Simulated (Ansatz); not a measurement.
# Relaxation of Mo

These are results of DFT r2SCAN, scalar-relativistic, plane waves, PAW in Ansatz, not measurements. Run with 500 eV cutoff, 16×16×16 k-mesh, Gaussian smearing of 0.10 eV, no spin polarisation.

What was changed: uniaxial strain along c, with a, b and atoms relaxed: -6.0 %.

Command:

```bash
ansatz run input.yaml --threads 1 --pin off --max-ram 2560MiB --backend cpu --events-out ev --progress --plain --runs-dir out
```

Input:

```yaml
crystal:
  lattice:
    - [3.1976867466, 0.0, 0.0]
    - [0.0, 3.1976867466, 0.0]
    - [0.0, 0.0, 2.9614044747]
  atoms:
    - { symbol: Mo, position: [0.0, 0.0, 0.0] }
    - { symbol: Mo, position: [0.5, 0.5, 0.5] }
basis:
  ecutwfc: 500
kpoints:
  mp_grid: { grid: [16, 16, 16] }
hamiltonian:
  xc: r2scan
scf:
  occupations: { method: gaussian, width: 0.1 }
output:
  forces: true
  stress: true
  eigenvalues: true
relax:
  adjacent_minimum: "off"
  f_tol: 0.008
  max_steps: 40
  cell: { stress_tol: 0.015, fix: [c, angles] }
```

F is the free energy. Steps run on the plane waves of an earlier cell, but the last one, and at times one on the way, on a freshly chosen basis, so a repeated geometry can differ a little in energy. The held parts of the cell keep their stress, so P needn't end at zero.

Steps:

```csv
step,F − F(1) (eV),largest force component (eV/Å),V (Å³/atom),P (GPa)
1,0.0000,0.000,15.140,10.27
2,0.0014,0.000,15.316,6.90
3,-0.0004,0.000,15.203,9.05
4,-0.0005,0.000,15.202,9.07
5,-0.0005,0.000,15.202,9.07
```

Relaxed structure:

```yaml
crystal:
  lattice:
    - [3.20416, 0.00000, 0.00000]
    - [0.00000, 3.20416, 0.00000]
    - [0.00000, 0.00000, 2.96140]
  atoms:
    - { symbol: Mo, position: [0.00000, 0.00000, 0.00000] }
    - { symbol: Mo, position: [0.50000, 0.50000, 0.50000] }
```

Symmetry: I4/mmm, No. 139, tetragonal system. Conventional cell: a = 3.204 Å, b = 3.204 Å, c = 2.961 Å, α = 90.00°, β = 90.00°, γ = 90.00°. Mo (site symmetry 4/mmm) is surrounded by 10 Mo at 2.71 to 2.96 Å.

The run converged. The run took 2.1 min on 1 thread of Arm Neoverse V2, with other jobs on the host, peak memory 0.56 GiB.